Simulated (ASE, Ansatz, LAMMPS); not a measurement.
# (5,5) carbon nanotube (60 atoms), the geometry as built

Graphene sheet (a = 2.46 Å) rolled into a (5,5) tube of diameter 6.78 Å, 3 periods, 9 Å of vacuum; minimised with a classical potential (one cell length free).

Geometry: the geometry as built. Computed with Ansatz 0.2.0: Kohn-Sham DFT, r2SCAN+D4, PAW (set soft_2), plane waves; cutoff 500 eV, k-mesh 1×1×2, gaussian smearing of 0.025 eV.

Cell vectors (Å):

```
15.633 0.000 0.000
0.000 15.744 0.000
0.000 0.000 7.295
```

Positions (Å):

```
1 C 11.120 8.575 1.258
2 C 10.902 9.245 0.042
3 C 10.076 10.382 0.042
4 C 9.505 10.797 1.258
5 C 8.169 11.231 1.258
6 C 7.464 11.231 2.474
7 C 6.128 10.797 0.042
8 C 5.557 10.382 1.258
9 C 4.731 9.245 1.258
10 C 4.513 8.575 2.474
11 C 4.513 7.170 0.042
12 C 4.731 6.499 1.258
13 C 5.557 5.362 1.258
14 C 6.128 4.948 2.474
15 C 7.464 4.513 2.474
16 C 8.169 4.513 1.258
17 C 9.505 4.948 1.258
18 C 10.076 5.362 2.474
19 C 10.902 6.499 2.474
20 C 11.120 7.170 1.258
21 C 11.120 8.575 3.690
22 C 10.902 9.245 2.474
23 C 10.076 10.382 2.474
24 C 9.505 10.797 3.690
25 C 8.169 11.231 3.690
26 C 7.464 11.231 4.906
27 C 6.128 10.797 2.474
28 C 5.557 10.382 3.690
29 C 4.731 9.245 3.690
30 C 4.513 8.575 4.906
31 C 4.513 7.170 2.474
32 C 4.731 6.499 3.690
33 C 5.557 5.362 3.690
34 C 6.128 4.948 4.906
35 C 7.464 4.513 4.906
36 C 8.169 4.513 3.690
37 C 9.505 4.948 3.690
38 C 10.076 5.362 4.906
39 C 10.902 6.499 4.906
40 C 11.120 7.170 3.690
41 C 11.120 8.575 6.122
42 C 10.902 9.245 4.906
43 C 10.076 10.382 4.906
44 C 9.505 10.797 6.122
45 C 8.169 11.231 6.122
46 C 7.464 11.231 0.042
47 C 6.128 10.797 4.906
48 C 5.557 10.382 6.122
49 C 4.731 9.245 6.122
50 C 4.513 8.575 0.042
51 C 4.513 7.170 4.906
52 C 4.731 6.499 6.122
53 C 5.557 5.362 6.122
54 C 6.128 4.948 0.042
55 C 7.464 4.513 0.042
56 C 8.169 4.513 6.122
57 C 9.505 4.948 6.122
58 C 10.076 5.362 0.042
59 C 10.902 6.499 0.042
60 C 11.120 7.170 6.122
```

Q: Give the force and the charge of every atom.

Columns: atom, q, fx, fy, fz (forces in eV/Å, q the intrinsic-atomic-orbital charge in e).

```
1 0.00 0.284 -0.353 0.000
2 0.00 0.023 0.452 0.000
3 0.00 0.435 -0.119 0.000
4 0.00 -0.246 0.379 0.000
5 0.00 0.424 0.161 0.000
6 0.00 -0.424 0.161 0.000
7 0.00 0.246 0.379 0.000
8 0.00 -0.435 -0.119 0.000
9 0.00 -0.023 0.452 0.000
10 0.00 -0.284 -0.353 0.000
11 0.00 -0.284 0.353 0.000
12 0.00 -0.023 -0.452 0.000
13 0.00 -0.435 0.119 0.000
14 0.00 0.246 -0.379 0.000
15 0.00 -0.424 -0.161 0.000
16 0.00 0.424 -0.161 0.000
17 0.00 -0.246 -0.379 0.000
18 0.00 0.435 0.119 0.000
19 0.00 0.023 -0.452 0.000
20 0.00 0.284 0.353 0.000
21 0.00 0.284 -0.353 0.000
22 0.00 0.023 0.452 0.000
23 0.00 0.435 -0.119 0.000
24 0.00 -0.246 0.379 0.000
25 0.00 0.424 0.161 0.000
26 0.00 -0.424 0.161 0.000
27 0.00 0.246 0.379 0.000
28 0.00 -0.435 -0.119 0.000
29 0.00 -0.023 0.452 0.000
30 0.00 -0.284 -0.353 0.000
31 0.00 -0.284 0.353 0.000
32 0.00 -0.023 -0.452 0.000
33 0.00 -0.435 0.119 0.000
34 0.00 0.246 -0.379 0.000
35 0.00 -0.424 -0.161 0.000
36 0.00 0.424 -0.161 0.000
37 0.00 -0.246 -0.379 0.000
38 0.00 0.435 0.119 0.000
39 0.00 0.023 -0.452 0.000
40 0.00 0.284 0.353 0.000
41 0.00 0.284 -0.353 0.000
42 0.00 0.023 0.452 0.000
43 0.00 0.435 -0.119 0.000
44 0.00 -0.246 0.379 0.000
45 0.00 0.424 0.161 0.000
46 0.00 -0.424 0.161 0.000
47 0.00 0.246 0.379 0.000
48 0.00 -0.435 -0.119 0.000
49 0.00 -0.023 0.452 0.000
50 0.00 -0.284 -0.353 0.000
51 0.00 -0.284 0.353 0.000
52 0.00 -0.023 -0.452 0.000
53 0.00 -0.435 0.119 0.000
54 0.00 0.246 -0.379 0.000
55 0.00 -0.424 -0.161 0.000
56 0.00 0.424 -0.161 0.000
57 0.00 -0.246 -0.379 0.000
58 0.00 0.435 0.119 0.000
59 0.00 0.023 -0.452 0.000
60 0.00 0.284 0.353 0.000
```

The r.m.s. force component is 0.261 eV/Å; the longest force, 0.454 eV/Å, acts on C5.

[Logs are printed without paths, hosts, clocks, repeated set-up lines and the standing remarks that a program may print on its own settings, such as how far it seeks lower states.]

[Hosts, paths, dates, database ids (printed as entryN), source tags and the programs' standing remarks are cut or masked in the printed files.]
